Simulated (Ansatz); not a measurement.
# AlAs: the cost of one run

Program: Ansatz 0.2.0. Level of theory: reference: DFT, r2SCAN, plane waves, PAW. These are calculated values, not measurements.

4 further runs of the same task are left out: 1 for a known fault of the program, 3 that didn't finish.

## (1) The system as given

The structure is cubic, space group F-43m (No. 216). Conventional cell: a = 5.678 Å, b = 5.678 Å, c = 5.678 Å, α = 90.00°, β = 90.00°, γ = 90.00°. Al (site symmetry -43m) has 4 As at 2.46 Å as nearest neighbours. As (site symmetry -43m) has 4 Al at 2.46 Å as nearest neighbours.

As a file:

```xyz
2
Lattice="0.0000 2.8389 2.8389 2.8389 0.0000 2.8389 2.8389 2.8389 0.0000" Properties=species:S:1:pos:R:3 pbc="T T T"
Al    0.0000    0.0000    0.0000
As    1.4195    1.4195    1.4195
```

## (2) The reference run

The input, input.yaml:

```yaml
crystal:
  lattice:
    - [0.0, 2.8389246371, 2.8389246371]
    - [2.8389246371, 0.0, 2.8389246371]
    - [2.8389246371, 2.8389246371, 0.0]
  atoms:
    - { symbol: Al, position: [0.0, 0.0, 0.0] }
    - { symbol: As, position: [0.25, 0.25, 0.25] }
kpoints:
  mp_grid: { grid: [6, 6, 6] }
hamiltonian:
  xc: r2scan
scf:
  occupations: { method: fixed }
  n_extra_bands: 4
output:
  forces: true
  stress: true
  eigenvalues: true
```

Run with:

```console
> ansatz run input.yaml --threads 4 --pin off --max-ram 3686MiB --backend cpu --events-out ev --progress --plain --runs-dir out
```

What time and memory should one allow on 4 threads of an x86-64 CPU, shared host?

About 4.9 s, with a peak of 0.44 GiB.
